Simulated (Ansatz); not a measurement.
Lattice vibrations of ZrO₂ at Γ at 40 GPa

Computed with DFT PBEsol, scalar-relativistic, plane waves, PAW (Ansatz 0.2.0). Plane waves to 420 eV; Γ-centred k mesh 8×8×8; fixed occupations. No spin polarisation. Phonons by linear response, acoustic sum rule imposed.

The cell, relaxed at 40 GPa:
```xyz
3
Lattice="0.0000 2.4314 2.4314 2.4314 0.0000 2.4314 2.4314 2.4314 0.0000" Properties=species:S:1:pos:R:3 pbc="T T T"
Zr    0.0000    0.0000    0.0000
O     1.2157    1.2157    1.2157
O     3.6471    3.6471    3.6471
```

Other phases may be more stable at this pressure.

Question: Is this structure stable against zone-centre distortions?

Answer: Yes, at Γ: no optical mode is imaginary. Strains and other wave vectors aren't tested by this run.

Question: List the optical modes at Γ without the LO field (i marks imaginary ones).

Answer:
| frequency (THz) | degeneracy | IR intensity of the level ((D/Å)²/amu) |
| --- | --- | --- |
| 11.25 | 3 | 97.95 |
| 20.29 | 3 | 0.00 |

This fluorite-type form isn't the usual stable structure of the compound at low pressure.

Cost: 1 run of about 1.5 core-minutes, on Intel Xeon Processor @ 2.50GHz (Skylake/Cascade Lake) (shared hosts).